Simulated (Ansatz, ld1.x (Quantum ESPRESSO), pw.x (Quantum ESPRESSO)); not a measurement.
## potassium (K): one change to the TM potential, in the atom and in the sc crystal

* Element: potassium (K)
* Generator: ld1.x (Quantum ESPRESSO) 7.5
* Type: norm-conserving Troullier–Martins (Kleinman–Bylander form)
* Functional: PBE
* Relativity: scalar-relativistic
* Frozen core: [Ar]
* Valence charge: 1
* Reference configuration: 3d0 4s0 4p1
* Partial waves: 4s (bound, empty): rc 4.20 bohr; 4p (bound): rc 4.20 bohr; 3d (bound, empty): rc 4.20 bohr
* Local potential: all-electron potential smoothed inside 3.70 bohr (lloc = -1)
* Core correction: none

Change: all radii scaled by about 1.11 (s 4.66, p 4.66, d 4.66 bohr); local potential all-electron potential smoothed inside 4.12 bohr (lloc = -1).

Cutoffs, loose and tight: the cutoffs (Ry, on a coarse ladder) from which the occupation-weighted sum of valence levels, in a spherical-Bessel basis at the reference potential, stays within 10 and 1 mRy of its value at 400 Ry. They do not see the model core or the augmentation charge, which bear on the density cutoff. Test errors are all-electron minus pseudo excitation energies from the reference, over the configurations 3d0 4s1 4p0; 3d0 4s0.5 4p0; 3d1 4s0 4p0; 3d0.5 4s0.5 4p0; variants that change the core or the reference have their own tests.

Crystal test: sc K in pw.x 7.5, no spin, 8³ k-points, Fermi–Dirac smearing 0.01 Ry, cutoffs set for each file from its atomic test. The reference is all-electron LAPW (Ansatz 0.2.0) with the same functional, mesh and smearing; V0 and B0 come from Birch–Murnaghan fits to the pressures at five volumes. Errors are pseudo minus all-electron; Δ is the rms difference of the E(V) curves that follow from these fits, minima aligned, over ±6 % about the mean V0. Mesh and smearing are coarse, so the numbers serve the comparison and aren't converged zero-temperature values; the lattice is a test structure that the element need not adopt.

All-electron: a0 = 4.303 Å (V0 = 79.69 Å³/atom), B0 = 2.7 GPa.

Problem. Does the change bring the crystal closer to the all-electron result?

Solution. The mean pressure error goes from -0.49 to -0.43 GPa, so the change moves the solid closer to the all-electron pressures. Neither pressure curve crosses zero within the volumes sampled, so no fits are given.

| quantity | base | changed |
| --- | --- | --- |
| outcome (atom) | generated | generated |
| cutoff, loose (atom) | 6 Ry | 6 Ry |
| cutoff, tight (atom) | 6 Ry | 6 Ry |
| bound ghosts (atom) | none | none |
| largest test error (meV) (atom) | +245 | +191 |
| cutoffs in pw.x (Ry) | 35/140 | 35/140 |
| mean pressure error (GPa) | -0.49 | -0.43 |

Base: This is a poor potential for the solid. Changed file: The largest radius (4.66 bohr) exceeds half the bond length (4.07 bohr), so the spheres overlap, which is one possible source of error among others. This is a poor potential for the solid. The atomic cutoffs weigh occupied waves only.
